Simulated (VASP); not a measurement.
Wanted: the native input for a VASP 6.6.1 run.

```yaml
Task: single point
Functional: PBEsol
Potentials_or_basis: VASP PAW PBE potentials, release 64 (Si, O)
Cutoff: 520 eV
k_mesh: 6 × 6 × 10
Occupations: fermi-dirac, width 0.05 eV
Spin: no spin polarisation
Ladder: free
Further_INCAR_settings: ALGO = Normal; EDIFF = 1e-07; NBANDS = 25
```

The structure of SiO2 lies in POSCAR:

```
SiO2
1.0
    4.2331690000      0.0000000000      0.0000000000
    0.0000000000      4.2331690000      0.0000000000
    0.0000000000      0.0000000000      2.6934950000
Si O
2 4
Direct
    0.0001840000      0.0022290000     -0.0061040000
    0.5033150000      0.5020160000      0.5105560000
    0.8094830000      0.1958540000      0.4786810000
    0.2940330000      0.3152430000      0.0004530000
    0.1947930000      0.8069900000      0.4993930000
    0.7058880000      0.6901510000      0.0177090000
```

The cell comes from a database or a generator and needn't be the stable form of this composition.

The cell isn't the ideal one: atoms moved at random, drawn with an rms of 0.05 Å.

The input as run:

INCAR

```
SYSTEM = SiO2
PREC = Accurate
ENCUT = 520
EDIFF = 1E-7
ISMEAR = -1
SIGMA = 0.05
LREAL = .False.
LASPH = .True.
NELM = 100
ALGO = Normal
ISIF = 2
LWAVE = .False.
LCHARG = .False.
GGA = PS
NBANDS = 25
KPAR = 2
```

KPOINTS

```
regular mesh
0
Gamma
  6 6 10
  0 0 0
```

Potentials or basis: VASP PAW PBE potentials, release 64 (Si, O).

Launch:

```bash
$ cat potpaw_PBE.64/Si/POTCAR potpaw_PBE.64/O/POTCAR > POTCAR
$ mpirun -np 2 vasp_std > vasp.out
```

It gave:

The pressure is -6.6 GPa and the largest force is 1.318 eV/Å. The band gap on the k mesh is 4.87 eV, direct.

Caveat: the PAW data sets were made with another functional, which shifts forces and pressure a little.

Wall time 2 min on 2 MPI ranks on AMD EPYC 7R43 64-Core Processor (Zen 3), with other jobs on the host, peak memory 0.23 GiB a rank.
